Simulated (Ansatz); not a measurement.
# LiBr: the cost of one run

Program: Ansatz 0.2.0. Level of theory: DFT r²SCAN, with the methods named in each step. These are calculated values, not measurements.

## Step 1: The structure to begin with

It takes space group Fm-3m (No. 225, cubic). Conventional cell: a = 5.501 Å, b = 5.501 Å, c = 5.501 Å, α = 90.00°, β = 90.00°, γ = 90.00°. Li (site symmetry m-3m) has 6 Br at 2.75 Å in its first shell of neighbours. Around Br (site symmetry m-3m) lie 6 Li at 2.75 Å.

Coordinates:

```
Li Br
1.0
     0.00000    2.75065    2.75065
     2.75065    0.00000    2.75065
     2.75065    2.75065    0.00000
Li Br
1 1
Direct
  0.00000 0.00000 0.00000
  0.50000 0.50000 0.50000
```

Atoms are numbered in the order of the input: Li1, Br2.

## Step 2: Cell and atoms relaxed, PAW

The input, input.yaml:

```yaml
crystal:
  lattice:
    - [0.0, 2.75065, 2.75065]
    - [2.75065, 0.0, 2.75065]
    - [2.75065, 2.75065, 0.0]
  atoms:
    - { symbol: Li, position: [0.0, 0.0, 0.0] }
    - { symbol: Br, position: [0.5, 0.5, 0.5] }
kpoints:
  mp_grid: { grid: [9, 9, 9] }
scf:
  occupations: { method: fermi_dirac, width: 0.02 }
hamiltonian:
  xc: r2scan
  pseudopotentials: { kind: paw }
output:
  forces: true
  stress: true
relax:
  f_tol: 0.005
  max_steps: 50
  cell: {}
```

The run is started by

```console
ansatz run input.yaml --threads 1 --pin off --max-ram 2048MiB --backend cpu --events-out ev --progress --plain --runs-dir out
```

What time and memory should one allow on 1 thread of AMD EPYC 7R43 (Zen 3), shared host?

About 6.1 s, with a peak of 0.48 GiB.
